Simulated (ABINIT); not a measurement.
The system is CdO (Monteponite).

```
Cd O
1.0
     0.00000    2.34950    2.34950
     2.34950    0.00000    2.34950
     2.34950    2.34950    0.00000
Cd O
1 1
Direct
  0.00000 0.00000 0.00000
  0.50000 0.50000 0.50000
```

Program: ABINIT 10.8.3 (patched build). Alike in all runs: task single point; potentials or basis JTH PAW PBE v2.0; no spin polarisation; cell as given; k mesh 10 × 10 × 10; cutoff (eV) 762; smearing fermi-dirac 0.05 eV.

Question: Order these runs on this cell by their pressure, lowest first.
A. level PW91
B. level revPBE
C. level BLYP
D. level WC
E. level LDA

Answer: E (-6.6 GPa), D (-1.3 GPa), A (4.7 GPa), B (8.6 GPa), C (11.1 GPa).

Caveats: the PAW data sets were made with another functional, which shifts forces and pressure a little.

Runs at the PBE level aren't shown here.
